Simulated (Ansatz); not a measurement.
**Copper, diamond under BLYP: ground state and equation of state**

What does BLYP give for copper in the diamond structure? We relax it, solve it on a dense k-mesh, then scale the cell to 7 volumes from 88 to 112 % of the relaxed one and try a fit of the equation of state. Spin polarisation is left out. The k-meshes are 11×11×11 for the relaxation; 16×16×16 for the dense run; 11×11×11 for the volumes.

This is Cu in the diamond structure; at room conditions it is fcc.

Program: Ansatz 0.2.0. Level of theory: DFT BLYP, plane waves (420 eV) with PAW, scalar-relativistic; PAW files made under PBE, frozen cores solved again for the functional. These are calculated values, not measurements.

### 1 The system as given

It takes space group Fd-3m (No. 227, cubic). The conventional cell has a = 5.034 Å, b = 5.034 Å, c = 5.034 Å, α = 90.00°, β = 90.00°, γ = 90.00°. Around Cu (site symmetry -43m) lie 4 Cu at 2.18 Å.

As a file:

```xyz
2
Lattice="0.0000 2.5169 2.5169 2.5169 0.0000 2.5169 2.5169 2.5169 0.0000" Properties=species:S:1:pos:R:3 pbc="T T T"
Cu    0.6292    0.6292    0.6292
Cu    4.4045    4.4045    4.4045
```

### 2 Geometry optimisation

Input file input.yaml:

```yaml
crystal:
  lattice:
    - [0.0, 2.5168736955, 2.5168736955]
    - [2.5168736955, 0.0, 2.5168736955]
    - [2.5168736955, 2.5168736955, 0.0]
  atoms:
    - { symbol: Cu, position: [0.125, 0.125, 0.125] }
    - { symbol: Cu, position: [0.875, 0.875, 0.875] }
hamiltonian:
  xc: blyp
  pseudopotentials:
    kind: paw
    azcp:
      Cu: "pseudopotentials/Cu.paw.azcp"
basis:
  ecutwfc: 420
  fft_grid_basis: typed
kpoints:
  mp_grid: { grid: [11, 11, 11], shift: [0, 0, 0] }
magnetization:
  spin_polarized: false
scf:
  occupations: { method: fermi_dirac, width: 0.1 }
relax:
  max_steps: 60
  f_tol: 0.01
  cell: {}
```

Output:

```text
Warning: RAYON_NUM_THREADS=2 ignored (pool sized by the plan → 2); use --threads N
Engine: ansatz 0.2.0, x86_64-unknown-linux-gnu
Pseudopotentials: kind: paw
Pseudopotential: Cu, paw, valence charge 19, recommended cutoff 420 eV (normal), <dir>
Functional definition: BLYP
  parameter beta = 0.0042
  parameter a = 0.04918
  parameter b = 0.132
  parameter c = 0.2533
  parameter d = 0.349
  exchange = b88_x(beta = beta)
  correlation = lyp_c(a = a, b = b, c = c, d = d)
Crystal: 2 atoms, lattice volume = 31.887 Å³
Basis set: ecut = 420 eV, 609 PW (Γ), exchange–correlation on 48×48×48 points (8 copies of the dense FFT grid, shifted against one another)
Bands: 23, of which v1, the nominal top of the filled ones, is band 19 counted from 1 (18 counted from 0)
Symmetry: 48 space group operations
Space group: Fd-3m (ITA 227), of the structure as read, at distance tolerance 3.2e-5 Å
k-points: 56 of 1331
Non-local potential: Cu, projectors of the file, l = 0: 3, l = 1: 2, l = 2: 3, l = 3: 1
PAW form: soft (Blöchl's): semilocal exchange-correlation on the pseudo side does not see the compensation charge
PAW frozen core: Cu, regenerated for the run's functional, and the local potential with it (the file was generated under x = pbe(κ = 0.804, μ = 0.2195149727645171), c = pbe(β = 0.06672455060314922))
PAW one-centre angular grid: Cu, 590 points (default); XC on 64 Gauss nodes
Initial density: superposition of atomic densities (neutral atoms: chi_scale 0, normalization atom), corrected by the library's trained network
Initial wavefunctions: pseudopotential atomic-orbital guess
Functional: x = b88, c = lyp
SCF iter   1: F=—  HF=-13266.542622 eV  |F-HF|=—  |Δ(HF+E_count)|=         —  Δρ=1.40e-2  dr2=5.79e-2  ethr=1.77e-3  ⟨swp⟩=5.4  Hψ=4930  notcnv=0
preconditioner: auto → Kerker (q_TF=auto, 2.809 Å⁻¹)  [metal: Δε(μ)=0.032 eV  Ē_g=9.045 eV  σ=0.100 eV  W_gap=0.08  n_scr=14 (ndim 8)  ℏωp=30.8 eV  f_vac=0.061  D(μ)=0.75/eV (n_scr^D=0)]
SCF iter   2: F=—  HF=-13266.536463 eV  |F-HF|=—  |Δ(HF+E_count)|=   6.16e-3  Δρ=7.42e-3  dr2=8.32e-3  ethr=1.52e-4  ⟨swp⟩=2.0  Hψ=2535  notcnv=0
SCF iter   3: F=—  HF=-13266.532886 eV  |F-HF|=—  |Δ(HF+E_count)|=   3.58e-3  Δρ=4.76e-3  dr2=1.04e-2  ethr=2.19e-5  ⟨swp⟩=2.4  Hψ=2344  notcnv=0
SCF iter   4: F=—  HF=-13266.530873 eV  |F-HF|=—  |Δ(HF+E_count)|=   2.01e-3  Δρ=1.84e-3  dr2=1.82e-3  ethr=2.19e-5  ⟨swp⟩=1.4  Hψ=1371  notcnv=0
SCF iter   5: F=—  HF=-13266.530788 eV  |F-HF|=—  |Δ(HF+E_count)|=   8.42e-5  Δρ=9.23e-4  dr2=4.42e-4  ethr=4.80e-6  ⟨swp⟩=1.2  Hψ=1390  notcnv=0
SCF iter   6: F=—  HF=-13266.530715 eV  |F-HF|=—  |Δ(HF+E_count)|=   7.32e-5  Δρ=1.85e-4  dr2=1.51e-5  ethr=1.16e-6  ⟨swp⟩=2.6  Hψ=1835  notcnv=0
SCF iter   7: F=—  HF=-13266.530747 eV  |F-HF|=—  |Δ(HF+E_count)|=   3.16e-5  Δρ=2.76e-5  dr2=1.72e-7  ethr=3.98e-8  ⟨swp⟩=2.0  Hψ=1818  notcnv=0
SCF iter   8: F=-13266.530747 eV  HF=-13266.530747 eV  |F-HF|=1.53e-8  |Δ(HF+E_count)|=   4.81e-7  Δρ=3.74e-6  dr2=2.61e-9  ethr=2.63e-10  ⟨swp⟩=4.0  Hψ=4322  notcnv=0
SCF 1 converged in 8 iterations: F = -13266.530747 eV  dr2 = 2.61e-9
relax step   1: F+E_penalty+E_count = -13266.53074739 eV  Δ(F+E_penalty+E_count) = +0.000e0 eV  max|allowed force component| = 2.313e-17 eV/Å  Δτ_max = 0.0000 Å  P = +20.690 GPa  Ω = 31.887 Å³  (8 SCF iters, dr2 threshold 1.00e-7 eV, accepted)
Crystal: 2 atoms, lattice volume = 35.121 Å³
Basis set: ecut = 420 eV, 701 PW (Γ), exchange–correlation on 48×48×48 points (8 copies of the dense FFT grid, shifted against one another)
Initial density: handed on by an earlier stage of this run
Initial wavefunctions: those handed on with the density
iter 1 solved again at ethr=3.34e-4 eV; its pass at ethr=3.10e-3 eV (dr2=1.27e-1 eV) is discarded
SCF iter   1: F=—  HF=-13266.856150 eV  |F-HF|=—  |Δ(HF+E_count)|=         —  Δρ=2.31e-2  dr2=1.29e-1  ethr=3.34e-4  ⟨swp⟩=1.0  Hψ=6500  notcnv=0
preconditioner: auto → Kerker (q_TF=auto, 2.764 Å⁻¹)  [metal: Δε(μ)=0.051 eV  Ē_g=8.491 eV  σ=0.100 eV  W_gap=0.13  n_scr=14 (ndim 8)  ℏωp=29.4 eV  f_vac=0.125  D(μ)=0.76/eV (n_scr^D=0)]
SCF iter   2: F=—  HF=-13266.842147 eV  |F-HF|=—  |Δ(HF+E_count)|=   1.40e-2  Δρ=1.31e-2  dr2=2.13e-2  ethr=3.34e-4  ⟨swp⟩=2.0  Hψ=2098  notcnv=0
SCF iter   3: F=—  HF=-13266.830513 eV  |F-HF|=—  |Δ(HF+E_count)|=   1.16e-2  Δρ=4.19e-3  dr2=6.59e-3  ethr=5.60e-5  ⟨swp⟩=2.2  Hψ=2544  notcnv=0
SCF iter   4: F=—  HF=-13266.828973 eV  |F-HF|=—  |Δ(HF+E_count)|=   1.54e-3  Δρ=1.57e-3  dr2=3.49e-4  ethr=1.73e-5  ⟨swp⟩=2.0  Hψ=1835  notcnv=0
SCF iter   5: F=—  HF=-13266.829464 eV  |F-HF|=—  |Δ(HF+E_count)|=   4.91e-4  Δρ=4.53e-4  dr2=5.28e-5  ethr=9.19e-7  ⟨swp⟩=2.0  Hψ=2247  notcnv=0
SCF iter   6: F=—  HF=-13266.829471 eV  |F-HF|=—  |Δ(HF+E_count)|=   7.15e-6  Δρ=1.75e-4  dr2=1.43e-5  ethr=1.39e-7  ⟨swp⟩=2.0  Hψ=2050  notcnv=0
SCF iter   7: F=—  HF=-13266.829469 eV  |F-HF|=—  |Δ(HF+E_count)|=   1.80e-6  Δρ=2.95e-5  dr2=3.62e-7  ethr=3.77e-8  ⟨swp⟩=2.5  Hψ=1711  notcnv=0
SCF iter   8: F=-13266.829470 eV  HF=-13266.829470 eV  |F-HF|=3.22e-9  |Δ(HF+E_count)|=   3.11e-7  Δρ=1.15e-5  dr2=2.70e-8  ethr=5.26e-10  ⟨swp⟩=4.0  Hψ=4391  notcnv=0
SCF 2 converged in 8 iterations: F = -13266.829470 eV  dr2 = 2.70e-8
relax step   2: F+E_penalty+E_count = -13266.82946981 eV  Δ(F+E_penalty+E_count) = -2.987e-1 eV  max|allowed force component| = 9.483e-17 eV/Å  Δτ_max = 0.0000 Å  P = +9.881 GPa  Ω = 35.121 Å³  energy of the carried Pulay correction = -1.169e-3 eV  (8 SCF iters, dr2 threshold 2.00e-7 eV, accepted)
Crystal: 2 atoms, lattice volume = 38.703 Å³
Basis set: ecut = 420 eV, 749 PW (Γ), exchange–correlation on 48×48×48 points (8 copies of the dense FFT grid, shifted against one another)
iter 1 solved again at ethr=3.85e-4 eV; its pass at ethr=3.10e-3 eV (dr2=1.46e-1 eV) is discarded
SCF iter   1: F=—  HF=-13266.989442 eV  |F-HF|=—  |Δ(HF+E_count)|=         —  Δρ=2.41e-2  dr2=1.53e-1  ethr=3.85e-4  ⟨swp⟩=1.2  Hψ=6602  notcnv=0
preconditioner: auto → none  [metal: Δε(μ)=0.100 eV  Ē_g=7.987 eV  σ=0.100 eV  W_gap=0.24  n_scr=14 (ndim 8)  ℏωp=28.0 eV  f_vac=0.166  D(μ)=0.73/eV (n_scr^D=0)]
SCF iter   2: F=—  HF=-13267.030489 eV  |F-HF|=—  |Δ(HF+E_count)|=   4.10e-2  Δρ=3.86e-2  dr2=3.23e-1  ethr=3.85e-4  ⟨swp⟩=3.3  Hψ=2719  notcnv=0  recentre
preconditioner: auto → LDOS  [metal: Δε(μ)=0.099 eV  Ē_g=7.599 eV  σ=0.100 eV  W_gap=0.24  n_scr=14 (ndim 8)  ℏωp=28.0 eV  f_vac=0.177  D(μ)=0.91/eV (n_scr^D=8)  β→1.0]
SCF iter   3: F=—  HF=-13266.961004 eV  |F-HF|=—  |Δ(HF+E_count)|=   6.95e-2  Δρ=7.19e-3  dr2=1.40e-2  ethr=3.85e-4  ⟨swp⟩=2.0  Hψ=2545  notcnv=0
SCF iter   4: F=—  HF=-13266.958437 eV  |F-HF|=—  |Δ(HF+E_count)|=   2.57e-3  Δρ=2.32e-4  dr2=8.82e-6  ethr=3.69e-5  ⟨swp⟩=2.0  Hψ=1651  notcnv=0
SCF iter   5: F=—  HF=-13266.958563 eV  |F-HF|=—  |Δ(HF+E_count)|=   1.26e-4  Δρ=6.32e-4  dr2=6.37e-5  ethr=2.32e-8  ⟨swp⟩=3.1  Hψ=2973  notcnv=0
SCF iter   6: F=—  HF=-13266.958537 eV  |F-HF|=—  |Δ(HF+E_count)|=   2.55e-5  Δρ=4.18e-5  dr2=3.01e-7  ethr=2.32e-8  ⟨swp⟩=2.9  Hψ=2446  notcnv=0
SCF iter   7: F=-13266.958537 eV  HF=-13266.958537 eV  |F-HF|=4.32e-8  |Δ(HF+E_count)|=   2.04e-8  Δρ=1.74e-5  dr2=7.45e-8  ethr=5.26e-10  ⟨swp⟩=4.0  Hψ=4673  notcnv=0
SCF 3 converged in 7 iterations: F = -13266.958537 eV  dr2 = 7.45e-8
relax step   3: F+E_penalty+E_count = -13266.95853739 eV  Δ(F+E_penalty+E_count) = -1.291e-1 eV  max|allowed force component| = 2.313e-17 eV/Å  Δτ_max = 0.0000 Å  P = +2.297 GPa  Ω = 38.703 Å³  energy of the carried Pulay correction = -2.339e-3 eV  (7 SCF iters, dr2 threshold 2.00e-7 eV, accepted)
[... 10 lines left out ...]
relax step   4: F+E_penalty+E_count = -13266.96737764 eV  Δ(F+E_penalty+E_count) = -8.840e-3 eV  max|allowed force component| = 1.966e-17 eV/Å  Δτ_max = 0.0000 Å  P = -0.486 GPa  Ω = 40.411 Å³  energy of the carried Pulay correction = -2.856e-3 eV  (6 SCF iters, dr2 threshold 2.00e-7 eV, accepted)
[... 10 lines left out ...]
relax step   5: F+E_penalty+E_count = -13266.96794448 eV  Δ(F+E_penalty+E_count) = -5.668e-4 eV  max|allowed force component| = 3.585e-17 eV/Å  Δτ_max = 0.0000 Å  P = -0.005 GPa  Ω = 40.102 Å³  energy of the carried Pulay correction = -2.765e-3 eV  (6 SCF iters, dr2 threshold 2.00e-7 eV, accepted)
[... 15 lines left out ...]
relax step   6: F+E_penalty+E_count = -13266.98323820 eV  Δ(F+E_penalty+E_count) = -1.529e-2 eV  max|allowed force component| = 5.089e-17 eV/Å  Δτ_max = 0.0000 Å  P = +0.954 GPa  Ω = 40.102 Å³  stress off target by 9.54e-1 GPa  SCF on the basis re-selected at this cell (its energy is not comparable with the rows above)  (10 SCF iters)
[... 12 lines left out ...]
relax step   7: F+E_penalty+E_count = -13266.98533338 eV  Δ(F+E_penalty+E_count) = -2.095e-3 eV  max|allowed force component| = 2.313e-17 eV/Å  Δτ_max = 0.0000 Å  P = +0.259 GPa  Ω = 40.709 Å³  energy of the carried Pulay correction = -1.843e-4 eV  (6 SCF iters, dr2 threshold 2.00e-7 eV, accepted)
[... 9 lines left out ...]
relax step   8: F+E_penalty+E_count = -13266.98545094 eV  Δ(F+E_penalty+E_count) = -1.176e-4 eV  max|allowed force component| = 2.776e-17 eV/Å  Δτ_max = 0.0000 Å  P = +0.031 GPa  Ω = 40.921 Å³  energy of the carried Pulay correction = -2.579e-4 eV  (5 SCF iters, dr2 threshold 1.68e-7 eV, accepted)
iter 1 solved again at ethr=2.62e-8 eV; its pass at ethr=3.10e-3 eV (dr2=9.96e-6 eV) is discarded
SCF iter   1: F=—  HF=-13266.983185 eV  |F-HF|=—  |Δ(HF+E_count)|=         —  Δρ=3.75e-4  dr2=1.32e-6  ethr=2.62e-8  ⟨swp⟩=3.1  Hψ=8777  notcnv=0
preconditioner: auto → none  [metal: Δε(μ)=0.111 eV  Ē_g=7.511 eV  σ=0.100 eV  W_gap=0.27  n_scr=14 (ndim 8)  ℏωp=27.2 eV  f_vac=0.194  D(μ)=0.80/eV (n_scr^D=0)]
SCF iter   2: F=—  HF=-13266.985035 eV  |F-HF|=—  |Δ(HF+E_count)|=   1.85e-3  Δρ=1.99e-4  dr2=1.27e-6  ethr=3.47e-9  ⟨swp⟩=2.0  Hψ=1908  notcnv=0
SCF iter   3: F=—  HF=-13266.985474 eV  |F-HF|=—  |Δ(HF+E_count)|=   4.39e-4  Δρ=1.25e-4  dr2=1.41e-6  ethr=3.34e-9  ⟨swp⟩=2.1  Hψ=2011  notcnv=0
SCF iter   4: F=—  HF=-13266.985662 eV  |F-HF|=—  |Δ(HF+E_count)|=   1.88e-4  Δρ=7.92e-6  dr2=1.16e-8  ethr=3.34e-9  ⟨swp⟩=2.0  Hψ=1883  notcnv=0
SCF iter   5: F=—  HF=-13266.985662 eV  |F-HF|=—  |Δ(HF+E_count)|=   4.53e-8  Δρ=3.69e-6  dr2=3.78e-9  ethr=3.05e-11  ⟨swp⟩=2.6  Hψ=2233  notcnv=0
SCF iter   6: F=—  HF=-13266.985662 eV  |F-HF|=—  |Δ(HF+E_count)|=   7.50e-9  Δρ=4.21e-7  dr2=4.18e-11  ethr=9.95e-12  ⟨swp⟩=2.0  Hψ=1881  notcnv=0
SCF iter   7: F=-13266.985662 eV  HF=-13266.985662 eV  |F-HF|=1.82e-12  |Δ(HF+E_count)|=  6.18e-10  Δρ=9.81e-8  dr2=3.10e-12  ethr=1.00e-12  ⟨swp⟩=5.4  Hψ=5518  notcnv=0
SCF 9 converged in 7 iterations: F = -13266.985662 eV  dr2 = 3.10e-12
relax step   9: F+E_penalty+E_count = -13266.98566216 eV  Δ(F+E_penalty+E_count) = -2.112e-4 eV  max|allowed force component| = 3.007e-17 eV/Å  Δτ_max = 0.0000 Å  P = +0.016 GPa  Ω = 40.921 Å³  stress off target by 1.56e-2 GPa  SCF on the basis re-selected at this cell (its energy is not comparable with the rows above)  (7 SCF iters)
basis re-selected at this cell: Δ(F+E_penalty+E_count) = -2.112e-4 eV, ΔP = -0.016 GPa vs the last step (what re-selecting the basis moved, of the pressure what is left beyond the Pulay correction that the steps carried, after the strain that the cell walked since its last selection, with what the two solves' SCF thresholds leave and, on support functions, any second-order correction that the steps lacked; it is no measure of the basis error at this ecutwfc). This SCF's stress stands 1.56e-2 GPa from its target on what of the cell is left free (relax.cell.stress_tol is 5.00e-2 GPa) and its largest allowed force component is 3.01e-17 eV/Å (relax.f_tol is 1.00e-2 eV/Å): within both
SCF converged after 7 iterations
Free energy (F): -13266.985662 eV
Harris-Foulkes:  -13266.985662 eV  (|F-HF|=1.82e-12)
Internal energy: -13266.959406 eV  (E = F + TS)
E sigma→0 (E₀):  -13266.972534 eV
Entropy (-TS):   -0.026256 eV (-13.128 meV/atom)
Fermi energy:    7.953246 eV
--- Per-component energies (eV) ---
  E_band       = -1023.301998
  E_kinetic    = 599.972183
  E_local      = -10728.438849  (includes V_loc(G=0)·N_el)
  E_nonlocal   = 776.469753
  E_hartree    = 4733.364477
  E_xc         = -173.470614
  E_vxc        = -222.626633  (∫ρ·V_xc dr)
  E_paw        = -3355.830011  (= ΣΔE_a)
  E_vpaw       = -915.407699  (= ΣTr[D̂ρ^β])
  E_aug_tail   = 0.000535  (compensation charges beyond the density's cutoff)
  E_ewald      = -5119.027818
  E_core_change = 0.000939  (= ΣΔE_core)
  E_smearing   = -0.026256  (= −TS)
  E_closure    = -0.000000  (closes the sum)
  Σ components = -13266.985662   (vs F -13266.985662, Δ=0.00e0)
--- Forces (eV/Å), atoms counted from 1 ---
  atom   1  Cu     0.00000000     0.00000000     0.00000000
  atom   2  Cu    -0.00000000    -0.00000000    -0.00000000
  max |Σ_I F_I| component: 6.94e-18 eV/Å
--- Stress (GPa, compression-positive) ---
        0.015614       0.000000       0.000000
        0.000000       0.015614       0.000000
        0.000000       0.000000       0.015614
  P = ⅓ Tr σ = 0.0156 GPa (0.156 kbar)
--- Relaxed structure (7 steps of the walk, 7 accepted, 2 SCFs on fresh bases) ---
  F+E_penalty+E_count = -13266.98566216 eV   max|allowed force component| = 3.007e-17 eV/Å   (the final SCF, on the basis selected at the relaxed cell)
  cell:  # Å, volume = 40.9210 Å³
    - [-4.420235239913857e-33, 2.7350937064116962, 2.7350937064116962]
    - [2.7350937064116962, 3.120915383917875e-34, 2.7350937064116962]
    - [2.7350937064116962, 2.7350937064116962, 2.4011940705020465e-33]
  atoms:
    - { symbol: Cu, position: [0.125, 0.125, 0.125] }
    - { symbol: Cu, position: [0.8750000000000001, 0.8750000000000001, 0.8750000000000001] }
```

Run time: 5.1 s. Hardware: 2 threads of AMD EPYC 9R45 (Zen 5), shared host; peak memory 0.42 GiB.

The steps of the relaxation:

```
step  energy change (meV/atom)  largest force (eV/Å)  pressure (GPa)  volume (Å³/atom)
   1                      0.00                0.0000           20.69            15.944
   2                   -149.36                0.0000            9.88            17.561
   3                   -213.90                0.0000            2.30            19.351
   4                   -218.32                0.0000           -0.49            20.205
   5                   -218.60                0.0000           -0.01            20.051
   6                   -226.25                0.0000            0.95            20.051
   7                   -227.29                0.0000            0.26            20.355
   8                   -227.35                0.0000            0.03            20.461
   9                   -227.46                0.0000            0.02            20.461
```

Steps that repeat a cell are solved on a basis chosen anew, so their changes of energy are no gain of the relaxation.

Changes in the cell that was computed:

|  | before | after | change |
| --- | --- | --- | --- |
| a (Å) | 3.559 | 3.868 | +8.7 % |
| b (Å) | 3.559 | 3.868 | +8.7 % |
| c (Å) | 3.559 | 3.868 | +8.7 % |
| volume (Å³/atom) | 15.944 | 20.461 | +28.3 % |
| shortest distance (Å) | 2.180 | 2.369 | +8.7 % |
| space group (spins left aside) | Fd-3m | Fd-3m | same |

### 3 Single point on a dense mesh

Input file input.yaml:

```yaml
crystal:
  lattice:
    - [0.0, 2.7350937064, 2.7350937064]
    - [2.7350937064, 0.0, 2.7350937064]
    - [2.7350937064, 2.7350937064, 0.0]
  atoms:
    - { symbol: Cu, position: [0.125, 0.125, 0.125] }
    - { symbol: Cu, position: [0.875, 0.875, 0.875] }
hamiltonian:
  xc: blyp
  pseudopotentials:
    kind: paw
    azcp:
      Cu: "pseudopotentials/Cu.paw.azcp"
basis:
  ecutwfc: 420
  fft_grid_basis: typed
kpoints:
  mp_grid: { grid: [16, 16, 16], shift: [0, 0, 0] }
magnetization:
  spin_polarized: false
scf:
  occupations: { method: fermi_dirac, width: 0.1 }
output:
  write_density: true
  write_potential: true
  elf: true
  volumetric_format: npy
```

Output, shortened:

```text
Warning: RAYON_NUM_THREADS=2 ignored (pool sized by the plan → 2); use --threads N
[...]
[... 3 set-up lines as earlier in the session ...]
[...]
Crystal: 2 atoms, lattice volume = 40.921 Å³
Basis set: ecut = 420 eV, 821 PW (Γ), exchange–correlation on 54×54×54 points (8 copies of the dense FFT grid, shifted against one another)
Bands: 23, of which v1, the nominal top of the filled ones, is band 19 counted from 1 (18 counted from 0)
[... 1 set-up line as earlier in the session ...]
Space group: Fd-3m (ITA 227), of the structure as read, at distance tolerance 3.4e-5 Å
k-points: 145 of 4096
[...]
SCF iter   1: F=—  HF=-13266.997171 eV  |F-HF|=—  |Δ(HF+E_count)|=         —  Δρ=1.18e-2  dr2=6.01e-2  ethr=1.77e-3  ⟨swp⟩=4.9  Hψ=12876  notcnv=0
[...]
SCF iter   7: F=-13266.985817 eV  HF=-13266.985817 eV  |F-HF|=7.64e-11  |Δ(HF+E_count)|=   1.43e-7  Δρ=4.32e-6  dr2=6.54e-9  ethr=2.63e-10  ⟨swp⟩=4.0  Hψ=10922  notcnv=0
[...]
SCF converged after 7 iterations
Free energy (F): -13266.985817 eV
[...]
E sigma→0 (E₀):  -13266.973054 eV
Entropy (-TS):   -0.025526 eV (-12.763 meV/atom)
Fermi energy:    7.950642 eV
[...]
--- Band table (eV; the first three rows and the last of 145) ---
  k-point 0: bands = ["-103.7530", "-103.7260", "-61.2556", "-61.2556", "-61.2556", "-61.1829", "-61.1829", "-61.1829", "2.0528", "5.1879", "5.1879", "5.1879", "5.2045", "5.2045", "6.1884", "6.1884", "6.1884", "6.7659", "6.7659", "17.2057", "17.2057", "17.2057", "18.1942"]
[...]
```

Wall time 1.8 s (2 threads of AMD EPYC 9R45 (Zen 5), shared host); peak memory 0.44 GiB.

The maps below are laid out on this run's own conventional cell (a, b, c = 5.470, 5.470, 5.470 Å).

Density in a lattice plane of the grid's cell (edges 5.47 and 5.47 Å, at 0.125 of the third edge), which holds Cu.

Values in e/Å³, 12 rows by 12 columns:
```
 0.15  0.20  0.21  0.15  0.12  0.10  0.08  0.07  0.07  0.08  0.10  0.12
 0.08  0.07  0.07  0.08  0.10  0.12  0.15  0.20  0.20  0.16  0.12  0.10
 0.05  0.04  0.04  0.05  0.08  0.15  0.40  1.63  1.63  0.41  0.16  0.08
 0.04  0.02  0.02  0.04  0.07  0.21  1.63 23.53 23.68  1.63  0.20  0.07
 0.04  0.02  0.02  0.04  0.07  0.20  1.63 23.68 23.53  1.63  0.20  0.07
 0.05  0.04  0.04  0.05  0.08  0.15  0.41  1.63  1.63  0.40  0.15  0.08
 0.08  0.07  0.07  0.08  0.10  0.12  0.15  0.20  0.21  0.15  0.12  0.10
 0.15  0.20  0.20  0.16  0.12  0.10  0.08  0.07  0.07  0.08  0.10  0.12
 0.40  1.63  1.63  0.41  0.16  0.08  0.05  0.04  0.04  0.05  0.08  0.15
 1.63 23.53 23.68  1.63  0.20  0.07  0.04  0.02  0.02  0.04  0.07  0.21
 1.63 23.68 23.53  1.63  0.20  0.07  0.04  0.02  0.02  0.04  0.07  0.20
 0.41  1.63  1.63  0.40  0.15  0.08  0.05  0.04  0.04  0.05  0.08  0.15
```
Columns run along the first of these edges and rows up along the second, over one cell in 12 and 12 even steps from the bottom left corner. Atoms in the plane (fractional): Cu at (0.12, 0.12), Cu at (0.63, 0.63).

ELF in the same plane.

Ten even steps from ' ' (0.04) to '@' (0.84):
```
..............::::::......................::::::
::::......::::::::..........................::::
....................::::::::......::::::::......
..................::::::..............::::::....
..          ......::::......::::::......::::....
              ....::......::==++==::......::....
              ..........::==%%@@%%==::..........
              ..........::==%%@@%%==::..........
              ....::......::==++==::......::....
..          ......::::......::::::......::::....
..................::::::..............::::::....
....................::::::::......::::::::......
::::......::::::::..........................::::
..............::::::......................::::::
....::::::......::::......          ......::::..
..::==++==::......::....              ....::....
::==%%@@%%==::..........              ..........
::==%%@@%%==::..........              ..........
..::==++==::......::....              ....::....
....::::::......::::......          ......::::..
```
Columns run along the first of these edges and rows up along the second, over one cell in 24 and 20 even steps from the bottom left corner. Atoms in the plane (fractional): Cu at (0.12, 0.12), Cu at (0.63, 0.63).

Both are smooth fields of the valence electrons: close to the nuclei they are not physical.

[end of part 1 of 2]
